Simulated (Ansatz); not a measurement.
SnTe:

```xyz
2
Lattice="0.0000 3.1509 3.1509 3.1509 0.0000 3.1509 3.1509 3.1509 0.0000" Properties=species:S:1:pos:R:3 pbc="T T T"
Te    3.1509    3.1509    3.1509
Sn    0.0000    0.0000    0.0000
```

Base run:

```yaml
Program: Ansatz 0.2.0
Functional: revPBE
Potentials_or_basis: Ansatz PAW
Cutoff: "420 eV (not typed: the program's choice for these potentials)"
k_mesh: 7 × 7 × 7
Occupations: fermi-dirac, width 0.05 eV
Spin: no spin polarisation
```

Its results: pressure 3.3 GPa.

Question: After a change of settings the same cell gave: pressure 3.7 GPa. Which change was it?
A. functional from revPBE to PBE
B. functional from revPBE to RPBE
C. functional from revPBE to PBEsol
D. functional from revPBE to LDA

Answer: B.

Caveats: the PAW data sets come from PBE, with cores solved anew for the run's functional, which leaves a small shift of forces and pressure.
